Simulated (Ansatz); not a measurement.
**Sr under changes of volume**

One of the cells (56.319 Å³/atom); the others are scaled copies at fixed shape and fractional positions:

```
CELL_PARAMETERS angstrom
0.00000 3.04235 3.04235
3.04235 0.00000 3.04235
3.04235 3.04235 0.00000
ATOMIC_POSITIONS crystal
Sr 0.00000 0.00000 0.00000
```

- Program: Ansatz 0.2.0
- Functional: r2SCAN
- Potentials or basis: Ansatz PAW
- Cutoff: 500 eV (not typed: the program's choice for these potentials)
- k mesh: 6 × 6 × 6
- Occupations: fermi-dirac, width 0.05 eV
- Spin: no spin polarisation

| volume (Å³/atom) | energy over the lowest point (meV/atom) | pressure (GPa) |
| --- | --- | --- |
| 52.940 | 8.80 | 0.9 |
| 54.067 | ? | ? |
| 55.193 | 1.00 | 0.3 |
| 56.319 | 0.00 | 0.1 |
| 57.446 | 0.75 | -0.2 |
| 58.572 | 3.08 | -0.4 |
| 59.698 | 6.88 | -0.6 |

What does the run at 54.067 Å³/atom give?

Energy over the lowest point 3.89 meV/atom; pressure 0.6 GPa.

Worked out: A Birch-Murnaghan fit of order 3 (a polynomial in V^(-2/3)) to the other rows has its minimum at 56.38 Å³/atom with B0 = V·E''(V) = 12.3 GPa and B' = 3.2. It gives 3.87 meV/atom at 54.067 Å³/atom, against the run's 3.89, and -dE/dV = 0.6 GPa, against 0.6.

Energies are extrapolated to zero smearing.

Caveats: the PAW data sets come from PBE, with cores solved anew for the run's functional, which leaves a small shift of forces and pressure.
